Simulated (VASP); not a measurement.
# GaSb: band structure with rSCAN

**What was measured.**

A printed reference work, data compilation reports, for a bulk crystal of GaSb at 4.2 K: band gap 0.811 eV (direct).

The system is GaSb.

```
Sb Ga
1.0
     0.00000    3.05900    3.05900
     3.05900    0.00000    3.05900
     3.05900    3.05900    0.00000
Sb Ga
1 1
Cartesian
  4.5885 4.5885 4.5885
  0.0000 0.0000 0.0000
```

| Item | Value |
| --- | --- |
| Program | VASP 6.6.1 |
| Task | band structure |
| Functional | rSCAN |
| Potentials or basis | VASP PAW PBE potentials, release 64 (Sb, Ga_d) |
| Cutoff | 520 eV |
| k mesh | 8 × 8 × 8 |
| Occupations | fermi-dirac, width 0.05 eV |
| Spin | no spin polarisation |
| Further INCAR settings | ALGO = Normal; EDIFF = 1e-06 |

```yaml
Pressure: 0.6 GPa
Band_gap_on_the_k_mesh: 0.43 eV, direct
Band_gap_along_the_path: 0.42 eV, direct
```

Levels at the corners of the path, in eV from the valence-band top:
| point | band 5 | band 6 | band 7 | band 8 | band 9 | band 10 | band 11 | band 12 | band 13 |
| --- | --- | --- | --- | --- | --- | --- | --- | --- | --- |
| Γ | -15.50 | -11.93 | 0.00 | 0.00 | 0.00 | 0.42 | 2.98 | 2.98 | 2.98 |
| X | -15.50 | -9.32 | -7.05 | -2.69 | -2.69 | 1.11 | 1.47 | 9.25 | 9.25 |
| X | -15.50 | -9.32 | -7.05 | -2.69 | -2.69 | 1.11 | 1.47 | 9.25 | 9.25 |
| W | -15.50 | -9.28 | -6.91 | -3.48 | -3.25 | 4.01 | 4.61 | 4.80 | 5.08 |
| W | -15.50 | -9.28 | -6.91 | -3.48 | -3.25 | 4.01 | 4.61 | 4.80 | 5.08 |
| K | -15.50 | -9.40 | -6.86 | -3.75 | -2.29 | 1.63 | 4.19 | 7.08 | 7.23 |
| K | -15.50 | -9.40 | -6.86 | -3.75 | -2.29 | 1.63 | 4.19 | 7.08 | 7.23 |
| Γ | -15.50 | -11.93 | 0.00 | 0.00 | 0.00 | 0.42 | 2.98 | 2.98 | 2.98 |
| Γ | -15.50 | -11.93 | 0.00 | 0.00 | 0.00 | 0.42 | 2.98 | 2.98 | 2.98 |
| L | -15.50 | -10.21 | -6.58 | -1.21 | -1.21 | 0.67 | 4.01 | 4.01 | 6.91 |
| L | -15.50 | -10.21 | -6.58 | -1.21 | -1.21 | 0.67 | 4.01 | 4.01 | 6.91 |
| U | -15.50 | -9.40 | -6.86 | -3.75 | -2.29 | 1.63 | 4.19 | 7.08 | 7.23 |
| U | -15.50 | -9.40 | -6.86 | -3.75 | -2.29 | 1.63 | 4.19 | 7.08 | 7.23 |
| W | -15.50 | -9.28 | -6.91 | -3.48 | -3.25 | 4.01 | 4.61 | 4.80 | 5.08 |
| W | -15.50 | -9.28 | -6.91 | -3.48 | -3.25 | 4.01 | 4.61 | 4.80 | 5.08 |
| L | -15.50 | -10.21 | -6.58 | -1.21 | -1.21 | 0.67 | 4.01 | 4.01 | 6.91 |
| L | -15.50 | -10.21 | -6.58 | -1.21 | -1.21 | 0.67 | 4.01 | 4.01 | 6.91 |
| K | -15.50 | -9.40 | -6.86 | -3.75 | -2.29 | 1.63 | 4.19 | 7.08 | 7.23 |
| U | -15.50 | -9.40 | -6.86 | -3.75 | -2.29 | 1.63 | 4.19 | 7.08 | 7.23 |
| X | -15.50 | -9.32 | -7.05 | -2.69 | -2.69 | 1.11 | 1.47 | 9.25 | 9.25 |

It took 2.2 min on 1 thread of Intel(R) Xeon(R) Platinum 8488C (Sapphire Rapids), with other jobs on the host, peak memory 0.2 GiB.

Against the measured gap of GaSb, 0.811 eV (direct; 4.2 K; a printed reference work, data compilation), the calculated 0.42 eV is off by -0.39 eV. Spin-orbit coupling on Ga, Sb is left out. The value is that of rSCAN, without temperature or zero-point motion.

Caveat: the PAW data sets were made with another functional, which shifts forces and pressure a little; spin-orbit coupling is left out, which moves the levels of the heavy elements.
